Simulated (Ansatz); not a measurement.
Runs of Ansatz 0.2.0 on FeO. It takes space group R-3m (No. 166, trigonal). The conventional cell has a = 3.035 Å, b = 3.035 Å, c = 7.547 Å, α = 90.00°, β = 90.00°, γ = 120.00°. Around Fe (site symmetry -3m) lie 6 O at 2.16 Å. O (site symmetry -3m) is surrounded by 6 Fe at 2.16 Å. 

```csv
task,level,potentials or basis,U,k mesh,cutoff (eV),smearing,hubbard projectors,double counting,gap on the mesh (eV),pressure (GPa),moment (μB),V0 of scaled cells (Å³/atom),B0 (GPa)
single point,PBE,Ansatz PAW,-,8 × 8 × 8,420,gaussian 0.05 eV,-,-,none,(b),4.00,-,-
projected density of states,LDA+U,Ansatz PAW,Fe d U = 5 eV,11 × 11 × 11,420,fermi-dirac 0.05 eV,ortho-atomic (the default),fll (the default),(a),-2.7,4.00,-,-
single point,r2SCAN+U,Ansatz PAW,Fe d U = 2 eV,8 × 8 × 8,500,gaussian 0.05 eV,ortho-atomic (the default),fll (the default),0.66,2.5,4.00,-,-
projected density of states,LDA+U,Ansatz PAW,Fe d U = 4 eV,11 × 11 × 11,420,fermi-dirac 0.05 eV,ortho-atomic (the default),fll (the default),0.96,-4.7,4.00,-,-
equation of state,PBE,Ansatz PAW,-,11 × 11 × 11,420,fermi-dirac 0.05 eV,-,-,-,-,-,10.00,185
projected density of states,LDA+U,Ansatz PAW,Fe d U = 6 eV,11 × 11 × 11,420,fermi-dirac 0.05 eV,ortho-atomic (the default),fll (the default),1.23,-1.1,4.00,-,-
projected density of states,LDA+U,Ansatz PAW,Fe d U = 8 eV,11 × 11 × 11,420,fermi-dirac 0.05 eV,ortho-atomic (the default),fll (the default),1.40,2.0,4.00,-,-
equation of state,PBE,Ansatz PAW soft_1,-,11 × 11 × 11,420,fermi-dirac 0.05 eV,-,-,-,-,-,10.01,185
```

Alike in all rows: spin collinear, ferromagnetic start; cell as given.

Fill in the values left out.

(a) 1.12; (b) -0.6.

Caveats: a cell with one magnetic atom can't hold antiferromagnetic order, which such compounds often take (some runs); the magnetic or orbital state may not be the lowest (some runs); the PAW data sets come from PBE, with cores solved anew for the run's functional, which leaves a small shift of forces and pressure (some runs); odd divisions of the mesh miss points on the zone boundary, where band edges often lie, so the gap on the mesh can be too wide (some runs); the density of states is complete only up to the lowest level of the last band computed (some runs); the cell was scaled at fixed shape and fractional positions, which overstates the stiffness of a crystal with free parameters, most of all of layers and chains (some runs); semilocal functionals often make such compounds metallic where correlation or magnetic order opens a gap, which also shifts bond lengths (some runs).

A k mesh can miss the band edges.

A gap of «none» marks a metal or a gap under the smearing width.

Not every run made on this cell is shown here.
